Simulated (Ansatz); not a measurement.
**Energy landscape near a Na structure**

Theory: DFT PBE, scalar-relativistic, plane waves, PAW in Ansatz.

Cutoff 420 eV; k points 12×12×12 on the computed 1-atom cell (Γ-centred); Gaussian smearing, width 0.10 eV; no spin polarisation.

Reference cell:

```xyz
1
Lattice="-2.1175 2.1175 2.1175 2.1175 -2.1175 2.1175 2.1175 2.1175 -2.1175" Properties=species:S:1:pos:R:3 pbc="T T T"
Na    0.0000    0.0000    0.0000
```

Each variant moves atoms of this cell by the vectors given, if any (Å), and then applies a symmetric strain (tensor components, Cartesian axes). The reference cell isn't relaxed at this level. Energies are per atom at zero smearing, counted from the lowest variant. Pressure is positive in compression.

1. strain (xx yy zz yz xz xy, %) -1.52 -1.52 -4.52 0.00 0.00 0.00
2. strain (xx yy zz yz xz xy, %) 1.89 1.89 1.89 -2.00 2.00 2.00
3. strain (xx yy zz yz xz xy, %) 8.48 4.07 -2.73 0.00 0.00 1.07

(1) Order the variants by energy, lowest first.

(2) Order them by pressure, highest first.

## Answers

(1) 1 (0.0 meV/atom), 2 (6.2 meV/atom), 3 (9.2 meV/atom).

(2) 1 (0.43 GPa), 2 (-0.53 GPa), 3 (-0.74 GPa).